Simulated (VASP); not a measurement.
# CdO (Fm-3m) in VASP: settings compared

One crystal, CdO, is run at these levels: PBEsol, RPBE; tasks: single point, relaxation of cell and atoms.

All numbers are computed with VASP 6.6.1; they aren't measurements. Logs are shortened: lines on timing, memory, paths and dates and some standing lists are left out, and cuts for length are marked.

### Step 1. The crystal as given

The structure is cubic, space group Fm-3m (No. 225). The conventional cell has a = 4.722 Å, b = 4.722 Å, c = 4.722 Å, α = 90.00°, β = 90.00°, γ = 90.00°. Cd (site symmetry m-3m) is surrounded by 6 O at 2.36 Å. O (site symmetry m-3m) has 6 Cd at 2.36 Å as nearest neighbours.

The cell is a database's computed one.

### Step 2. Single point, PBEsol

File INCAR:

```
PREC = Accurate
ENCUT = 520
EDIFF = 1E-7
ISMEAR = 0
SIGMA = 0.1
LREAL = F
LASPH = T
NELM = 100
ALGO = Normal
ISIF = 2
LWAVE = F
LCHARG = F
GGA = PS
```

File KPOINTS:

```
Automatic mesh
0
Gamma
  16 16 16
```

File POSCAR:

```
CdO
1.0
    0.0000000000      2.3609927700      2.3609927700
    2.3609927700      0.0000000000      2.3609927700
    2.3609927700      2.3609927700      0.0000000000
Cd O
1 1
Direct
    0.0000000000      0.0000000000      0.0000000000
    0.5000000000      0.5000000000      0.5000000000
```

Potentials or basis: VASP PAW PBE potentials, release 64 (Cd, O).

Launch:

```
$ cat potpaw_PBE.64/Cd/POTCAR potpaw_PBE.64/O/POTCAR > POTCAR
$ mpirun -np 1 vasp_std > vasp.out
```

OUTCAR:

```text
PREC = Accurate
   ENCUT = 520
   EDIFF = 1E-7
   ISMEAR = 0
   LREAL = F
   LASPH = T
   NELM = 100
   ISIF = 2
   GGA = PS

 ion  position               nearest neighbor table
   1  0.000  0.000  0.000-   2 2.36   2 2.36   2 2.36   2 2.36   2 2.36   2 2.36
   2  0.500  0.500  0.500-   1 2.36   1 2.36   1 2.36   1 2.36   1 2.36   1 2.36

  LATTYP: Found a face centered cubic cell.
 ALAT       =     4.7219855400

  Lattice vectors:

 A1 = (   0.0000000000,   2.3609927700,   2.3609927700)
 A2 = (   2.3609927700,   0.0000000000,   2.3609927700)
 A3 = (   2.3609927700,   2.3609927700,   0.0000000000)

Analysis of symmetry for initial positions (statically):
=====================================================================
 Subroutine PRICEL returns:
 Original cell was already a primitive cell.

 Routine SETGRP: Setting up the symmetry group for a
 face centered cubic supercell.

 Subroutine GETGRP returns: Found 48 space group operations
 (whereof 48 operations were pure point group operations)
 out of a pool of 48 trial point group operations.

The static configuration has the point symmetry O_h .

Analysis of symmetry for dynamics (positions and initial velocities):
=====================================================================
 Subroutine PRICEL returns:
 Original cell was already a primitive cell.

 Routine SETGRP: Setting up the symmetry group for a
 face centered cubic supercell.

 Subroutine GETGRP returns: Found 48 space group operations
 (whereof 48 operations were pure point group operations)
 out of a pool of 48 trial point group operations.

The dynamic configuration has the point symmetry O_h .

 Subroutine INISYM returns: Found 48 space group operations
 (whereof 48 operations are pure point group operations),
 and found     1 'primitive' translations

----------------------------------------------------------------------------------------

                                     Primitive cell

  volume of cell :      26.3217

  direct lattice vectors                    reciprocal lattice vectors
     0.000000000  2.360992770  2.360992770    -0.211775320  0.211775320  0.211775320
     2.360992770  0.000000000  2.360992770     0.211775320 -0.211775320  0.211775320
     2.360992770  2.360992770  0.000000000     0.211775320  0.211775320 -0.211775320

  length of vectors
     3.338947996  3.338947996  3.338947996     0.366805614  0.366805614  0.366805614

  position of ions in fractional coordinates (direct lattice)
     0.000000000  0.000000000  0.000000000
     0.500000000  0.500000000  0.500000000

  ion indices of the primitive-cell ions
   primitive index   ion index
                 1           1
                 2           2

----------------------------------------------------------------------------------------

 KPOINTS: Automatic mesh

Automatic generation of k-mesh.
 Grid dimensions read from file:
 generate k-points for:   16   16   16

 Generating k-lattice:

  Cartesian coordinates                     Fractional coordinates (reciprocal lattice)
    -0.013235958  0.013235958  0.013235958     0.062500000  0.000000000  0.000000000
     0.013235958 -0.013235958  0.013235958     0.000000000  0.062500000  0.000000000
     0.013235958  0.013235958 -0.013235958     0.000000000  0.000000000  0.062500000

  Length of vectors
     0.022925351  0.022925351  0.022925351

  Shift w.r.t. Gamma in fractional coordinates (k-lattice)
     0.000000000  0.000000000  0.000000000

 Subroutine IBZKPT returns following result:
 ===========================================

 Found    145 irreducible k-points:

 Following reciprocal coordinates:
            Coordinates               Weight
  0.000000  0.000000  0.000000      1.000000
  0.062500  0.000000  0.000000      8.000000
  0.125000  0.000000  0.000000      8.000000
  0.187500  0.000000  0.000000      8.000000
  0.250000  0.000000  0.000000      8.000000
  0.312500  0.000000  0.000000      8.000000
[... 16 lines left out ...]
 -0.125000  0.062500  0.000000     24.000000
 -0.062500  0.062500  0.000000     12.000000
 [... further k-points ...]
   k-points           NKPTS =    145   k-points in BZ     NKDIM =    145   number of bands    NBANDS=     13
   number of dos      NEDOS =    301   number of ions     NIONS =      2
   total plane-waves  NPLWV =  21952
   dimension x,y,z NGX =    28 NGY =   28 NGZ =   28
   dimension x,y,z NGXF=    56 NGYF=   56 NGZF=   56
   ions per type =               1   1
   NGX,Y,Z   is equivalent  to a cutoff of  13.94, 13.94, 13.94 a.u.
   NGXF,Y,Z  is equivalent  to a cutoff of  27.88, 27.88, 27.88 a.u.
 SYSTEM =  unknown system
   PREC   = accura    normal or accurate (medium, high low for compatibility)
   ISTART =      0    job   : 0-new  1-cont  2-samecut
   ICHARG =      2    charge: 1-file 2-atom 10-const
   ISPIN  =      1    spin polarized calculation?
   LNONCOLLINEAR =      F non collinear calculations
   LSORBIT =      F    spin-orbit coupling
   LASPH  =      T    aspherical Exc in radial PAW
   ENCUT  =  520.0 eV  38.22 Ry    6.18 a.u.   6.21  6.21  6.21*2*pi/ulx,y,z
   NELM   =    100;   NELMIN=  2; NELMDL= -5     # of ELM steps
   EDIFF  = 0.1E-06   stopping-criterion for ELM
   LREAL  =      F    real-space projection
   EDIFFG = 0.1E-05   stopping-criterion for IOM
   NSW    =      0    number of steps for IOM
   IBRION =     -1    ionic relax: 0-MD 1-quasi-New 2-CG
   NFREE  =      0    steps in history (QN), initial steepest desc. (CG)
   ISIF   =      2    stress and relaxation
   ISYM   =      2    0-nonsym 1-usesym 2-fastsym
   POTIM  = 0.5000    time-step for ionic-motion
   TEBEG  =    0.0;   TEEND  =   0.0 temperature during run
   PSTRESS=    0.0 pullay stress
   NELECT =      18.0000    total number of electrons
   NUPDOWN=      -1.0000    fix difference up-down
   EMIN   =  10.00;   EMAX   =-10.00  energy-range for DOS
   EFERMI =   0.00;   METHOD = LEGACY
   ISMEAR =     0;   SIGMA  =   0.10  broadening in eV -4-tet -1-fermi 0-gaus
   EFERMI_NEDOS =   21; number of points for ismear=-14 and -15
   IALGO  =     38    algorithm
   IMIX   =      4    mixing-type and parameters
     AMIX     =   0.40;   BMIX     =  1.00
     AMIX_MAG =   1.60;   BMIX_MAG =  1.00
  volume/ion in A,a.u.               =      13.16        88.81
  Fermi-wavevector in a.u.,A,eV,Ry     =   1.442318  2.725586 28.303942  2.080281
  Thomas-Fermi vector in A             =   2.560852
   LORBIT       =      0    0 simple, 1 ext, 2 COOP (PROOUT), +10 PAW based schemes
   GGA     = PS    functional components
   LHFCALC =     F    Hartree Fock is set to
   AEXX    =    0.0000 exact exchange contribution
   IVDW    =     0    specifies the selected vdW correction
   LEPSILON=     F    determine dielectric tensor
   LRPA    =     F    only Hartree local field effects (RPA)
 non-spin polarized calculation
 Gauss-broadening in eV      SIGMA  =   0.10
  energy-cutoff  :      520.00
  volume of cell :       26.32
 maximum number of plane-waves:       725
 NGX is ok and might be reduce to    28
   NGX = 13   NGY = 13   NGZ = 13

 number of electron      17.9999999 magnetization

 Free energy of the ion-electron system (eV)
  ---------------------------------------------------
  ext. energy  EPLUGINS =         0.00000000
  ---------------------------------------------------
  free energy    TOTEN  =        -8.50328088 eV

  energy without entropy =       -8.50262550  energy(sigma->0) =       -8.50295319

 E-fermi :   1.8181     XC(G=0): -11.8811

 val. band max:        1.7518288516   @ k =   0.0625   0.0000   0.0000
 cond. band min:       1.9258330544   @ k =   0.0625   0.0625   0.0000
 fundamental gap:      0.1740042027
 Fermi energy:         1.8181025399

 k-point     1 :       0.0000    0.0000    0.0000
  band No.  band energies     occupation
      1     -15.4717      2.00000
      2      -4.8870      2.00000
      3      -4.8870      2.00000
      4      -4.8870      2.00000
      5      -4.5920      2.00000
      6      -4.5920      2.00000
      7       0.4380      2.00000
      8       0.4380      2.00000
      9       0.4380      2.00000
     10       1.1859      2.00000
     11      16.4917      0.00000
     12      18.5276      0.00000
     13      18.5276      0.00000

 k-point     2 :       0.0625    0.0000    0.0000
  band No.  band energies     occupation
      1     -15.4444      2.00000
      2      -4.9020      2.00000
      3      -4.8777      2.00000
      4      -4.8777      2.00000
      5      -4.6216      2.00000
      6      -4.6216      2.00000
      7      -0.0733      2.00000
      8       0.4922      2.00000
      9       0.4922      2.00000
     10       1.7518      1.65137
     11      15.9376      0.00000
     12      18.0715      0.00000
     13      18.1455      0.00000

 k-point     3 :       0.1250    0.0000    0.0000
  band No.  band energies     occupation
      1     -15.3659      2.00000
      2      -4.9529      2.00000
      3      -4.8758      2.00000
      4      -4.8758      2.00000
      5      -4.6771      2.00000
      6      -4.6771      2.00000
      7      -0.7458      2.00000
      8       0.6433      2.00000
      9       0.6433      2.00000
     10       2.5926      0.00000
     11      14.6256      0.00000
     12      17.3121      0.00000
     13      17.3121      0.00000
[... 305 lines left out ...]
 k-point    23 :      -0.1250    0.0625    0.0000
  band No.  band energies     occupation
      1     -15.3091      2.00000
      2      -4.9795      2.00000
      3      -4.9171      2.00000
      4      -4.8853      2.00000
      5      -4.7791      2.00000
      6      -4.6004      2.00000
      7      -0.9696      2.00000
      8       0.4655      2.00000
      9       0.8814      2.00000
     10       3.0868      0.00000
     11      14.1168      0.00000
     12      15.7688      0.00000
     13      17.3519      0.00000

 k-point    24 :      -0.0625    0.0625    0.0000
  band No.  band energies     occupation
      1     -15.4005      2.00000
      2      -4.9228      2.00000
      3      -4.8796      2.00000
      4      -4.8581      2.00000
      5      -4.7174      2.00000
      6      -4.6088      2.00000
      7      -0.4504      2.00000
      8       0.4134      2.00000
      9       0.6538      2.00000
     10       2.3062      0.00000
     11      15.3080      0.00000
     12      16.7500      0.00000
     13      18.3768      0.00000

 [... further k-points ...]

------------------------ aborting loop because EDIFF is reached ----------------------------------------

  FORCE on cell =-STRESS in cart. coord.  units (eV):
  Direction    XX          YY          ZZ          XY          YZ          ZX
  --------------------------------------------------------------------------------------
  -------------------------------------------------------------------------------------
  Total       -0.2222841     -0.2222841     -0.2222841     -0.0000000      0.0000000     -0.0000000
  in kB      -13.5302231    -13.5302231    -13.5302231     -0.0000000      0.0000000     -0.0000000
  external PRESSURE =     -13.5302231 kB  Pullay stress =       0.0000000 kB

 VOLUME and BASIS-vectors are now :
 -----------------------------------------------------------------------------
  energy-cutoff  :      520.00
  volume of cell :       26.32
      direct lattice vectors                 reciprocal lattice vectors
     0.000000000  2.360992770  2.360992770    -0.211775320  0.211775320  0.211775320
     2.360992770  0.000000000  2.360992770     0.211775320 -0.211775320  0.211775320
     2.360992770  2.360992770  0.000000000     0.211775320  0.211775320 -0.211775320

 POSITION                                       TOTAL-FORCE (eV/Angst)
 -----------------------------------------------------------------------------------
      0.00000      0.00000      0.00000        -0.000000     -0.000000     -0.000000
      2.36099      2.36099      2.36099         0.000000      0.000000      0.000000
 -----------------------------------------------------------------------------------
    total drift:                                0.000000      0.000000      0.000000

  FREE ENERGIE OF THE ION-ELECTRON SYSTEM (eV)
  ---------------------------------------------------
  free  energy   TOTEN  =        -8.5032808839 eV

  energy  without entropy=       -8.5026255044  energy(sigma->0) =       -8.50295319
```

Wall time 30 s (1 thread of Intel Xeon Platinum 8488C (Sapphire Rapids), shared host); peak memory 0.19 GiB.

Results:

- Free energy: -8.5033 eV
- Pressure: -1.4 GPa
- Band gap on the k mesh: none (metal or under the smearing width)

Caveat: the PAW data sets were made with another functional, which shifts forces and pressure a little; this crystal is a semiconductor, whose small gap the functional closes, so the metal is an error of the method.

### Step 3. Relaxation of cell and atoms, PBEsol

File INCAR:

```
SYSTEM = CdO
ALGO = Normal
EDIFF = 1E-7
EDIFFG = -0.005
ENCUT = 580
GGA = PS
IBRION = 2
ISIF = 3
ISMEAR = 0
LASPH = .True.
LCHARG = .False.
LREAL = .False.
LWAVE = .False.
NELM = 100
NSW = 90
PREC = Accurate
SIGMA = 0.1
```

File KPOINTS:

```
k-points
0
Gamma
  16 16 16
  0 0 0
```

POSCAR is that of step 2.

Potentials or basis: VASP PAW PBE potentials, release 64 (Cd, O).

Launch:

```
$ cat potpaw_PBE.64/Cd/POTCAR potpaw_PBE.64/O/POTCAR > POTCAR
$ mpirun -np 1 vasp_std > vasp.out
```

Wall time 68 s (1 thread of Intel Xeon Platinum 8488C (Sapphire Rapids), shared host); peak memory 0.21 GiB.

It converged, with:

```yaml
Free_energy: -8.5058 eV
Relaxed_volume: 13.02 Å³/atom
Relaxed_cell: a = 3.327 Å, b = 3.327 Å, c = 3.327 Å, α = 60.00°, β = 60.00°, γ = 60.00°
Space_group_after_relaxing_to_0.05_Å: Fm-3m (No. 225)
Energy_gained_by_relaxing: 0.6 meV/atom
Ionic_steps: 3
Pressure_after_relaxing: 0.0 GPa
Band_gap_on_the_k_mesh: none (metal or under the smearing width)
```

The path:
```tsv
step	energy change (eV)	largest force (eV/Å)	pressure (GPa)	volume (Å³)
1	0.0000	0.0000	-1.50	26.32
2	-0.0007	0.0000	1.09	25.85
3	-0.0013	0.0000	-0.01	26.05
```

Final structure:
```xyz
2
Lattice="0.0000 2.3527 2.3527 2.3527 0.0000 2.3527 2.3527 2.3527 0.0000" Properties=species:S:1:pos:R:3 pbc="T T T"
Cd    0.0000    0.0000    0.0000
O     2.3527    2.3527    2.3527
```

Levels at points of the mesh, in eV from the Fermi level:
```
           k point  band 5  band 6  band 7  band 8  band 9  band 10  band 11  band 12  band 13
(0.00, 0.00, 0.00)   -6.42   -6.42   -1.42   -1.42   -1.42    -0.61    14.69    16.78    16.78
(0.50, 0.00, 0.00)   -6.17   -6.17   -3.90   -0.07   -0.07     4.21     7.14    11.71    11.71
(0.50, 0.50, 0.00)   -6.02   -5.72   -4.46   -2.41   -2.41     3.68     8.35    10.97    13.12
```

Caveat: the PAW data sets were made with another functional, which shifts forces and pressure a little; this crystal is a semiconductor, whose small gap the functional closes, so the metal is an error of the method.

### Step 4. Relaxation of cell and atoms, PBEsol

INCAR: that of step 3 with these lines changed.

```diff
@@ -4,3 +4,3 @@
 EDIFFG = -0.005
-ENCUT = 580
+ENCUT = 480
 GGA = PS
```

KPOINTS is that of step 3.

POSCAR is that of step 3.

Potentials or basis: VASP PAW PBE potentials, release 64 (Cd, O_s).

Launch:

```
$ cat potpaw_PBE.64/Cd/POTCAR potpaw_PBE.64/O_s/POTCAR > POTCAR
$ mpirun -np 1 vasp_std > vasp.out
```

Wall time 46 s (1 thread of Intel Xeon Platinum 8488C (Sapphire Rapids), shared host); peak memory 0.18 GiB.

The run converged. Its results:

```yaml
Free_energy: -8.5041 eV
Relaxed_volume: 13.03 Å³/atom
Relaxed_cell: a = 3.328 Å, b = 3.328 Å, c = 3.328 Å, α = 60.00°, β = 60.00°, γ = 60.00°
Space_group_after_relaxing_to_0.05_Å: Fm-3m (No. 225)
Energy_gained_by_relaxing: 0.6 meV/atom
Ionic_steps: 3
Pressure_after_relaxing: 0.0 GPa
Band_gap_on_the_k_mesh: none (metal or under the smearing width)
```

Step by step:
```tsv
step	energy change (eV)	largest force (eV/Å)	pressure (GPa)	volume (Å³)
1	0.0000	0.0000	-1.42	26.32
2	-0.0006	0.0000	1.04	25.88
3	-0.0012	0.0000	0.00	26.06
```

Final structure:
```yaml
crystal:
  lattice:
    - [0.00000, 2.35326, 2.35326]
    - [2.35326, 0.00000, 2.35326]
    - [2.35326, 2.35326, 0.00000]
  atoms:
    - { symbol: Cd, position: [0.00000, 0.00000, 0.00000] }
    - { symbol: O, position: [0.50000, 0.50000, 0.50000] }
```

Levels at points of the mesh, in eV from the Fermi level:
```
           k point  band 6  band 7  band 8  band 9  band 10  band 11  band 12  band 13
(0.00, 0.00, 0.00)   -6.42   -1.42   -1.42   -1.42    -0.61    14.69    16.80    16.80
(0.50, 0.00, 0.00)   -6.16   -3.90   -0.07   -0.07     4.22     7.14    11.72    11.72
(0.50, 0.50, 0.00)   -5.72   -4.46   -2.41   -2.41     3.68     8.34    10.98    13.12
```

Caveat: the PAW data sets were made with another functional, which shifts forces and pressure a little; this crystal is a semiconductor, whose small gap the functional closes, so the metal is an error of the method.

### Step 5. Relaxation of cell and atoms, RPBE

INCAR: that of step 4 with these lines changed.

```diff
@@ -4,4 +4,4 @@
 EDIFFG = -0.005
-ENCUT = 480
-GGA = PS
+ENCUT = 600
+GGA = RP
 IBRION = 2
```

KPOINTS is that of step 4.

POSCAR is that of step 4.

Potentials or basis: VASP PAW PBE potentials, release 64 (Cd, O).

Launch:

```
$ cat potpaw_PBE.64/Cd/POTCAR potpaw_PBE.64/O/POTCAR > POTCAR
$ mpirun -np 1 vasp_std > vasp.out
```

Wall time 1.9 min (1 thread of Intel Xeon Platinum 8488C (Sapphire Rapids), shared host); peak memory 0.21 GiB.

The run converged. Its results:

```
Free energy                            : -6.9517 eV
Relaxed volume                         : 14.14 Å³/atom
Relaxed cell                           : a = 3.420 Å, b = 3.420 Å, c = 3.420 Å, α = 60.00°, β = 60.00°, γ = 60.00°
Space group after relaxing (to 0.05 Å) : Fm-3m (No. 225)
Energy gained by relaxing              : 27.1 meV/atom
Ionic steps                            : 3
Pressure after relaxing                : 0.0 GPa
Band gap on the k mesh                 : none (metal or under the smearing width)
```

Step by step:
```
step  energy change (eV)  largest force (eV/Å)  pressure (GPa)  volume (Å³)
   1              0.0000                0.0000            9.50        26.32
   2             -0.0399                0.0000           -3.91        29.41
   3             -0.0542                0.0000            0.01        28.28
```

Final structure:
```xyz
2
Lattice="0.0000 2.4182 2.4182 2.4182 0.0000 2.4182 2.4182 2.4182 0.0000" Properties=species:S:1:pos:R:3 pbc="T T T"
Cd    0.0000    0.0000    0.0000
O     2.4182    2.4182    2.4182
```

Levels at points of the mesh, in eV from the Fermi level:
```
           k point  band 7  band 8  band 9  band 10  band 11  band 12
(0.00, 0.00, 0.00)   -1.11   -1.11   -1.11    -0.60    14.85    16.41
(0.50, 0.00, 0.00)   -3.67   -0.09   -0.09     4.40     6.70    11.53
(0.50, 0.50, 0.00)   -3.79   -1.98   -1.98     3.54     8.19    10.89
```

Caveat: the PAW data sets were made with another functional, which shifts forces and pressure a little; this crystal is a semiconductor, whose small gap the functional closes, so the metal is an error of the method.

### Step 6. Summary

| task | level | potentials or basis | cell | cutoff (eV) | gap on the mesh (eV) | pressure (GPa) | relaxed volume (Å³/atom) |
| --- | --- | --- | --- | --- | --- | --- | --- |
| single point | PBEsol | VASP PAW PBE potentials, release 64 (Cd, O) | as given | 520 | none | -1.4 | - |
| relaxation of cell and atoms | PBEsol | VASP PAW PBE potentials, release 64 (Cd, O) | relaxed | 580 | none | 0.0 | 13.02 |
| relaxation of cell and atoms | PBEsol | VASP PAW PBE potentials, release 64 (Cd, O_s) | relaxed | 480 | none | 0.0 | 13.03 |
| relaxation of cell and atoms | RPBE | VASP PAW PBE potentials, release 64 (Cd, O) | relaxed | 600 | none | 0.0 | 14.14 |

Alike in all rows: no spin polarisation; k mesh 16 × 16 × 16; smearing gaussian 0.1 eV.

Caveats: the PAW data sets were made with another functional, which shifts forces and pressure a little; this crystal is a semiconductor, whose small gap the functional closes, so the metal is an error of the method.

Total energies depend on the potentials used, so only differences within one code and one set of settings carry meaning.
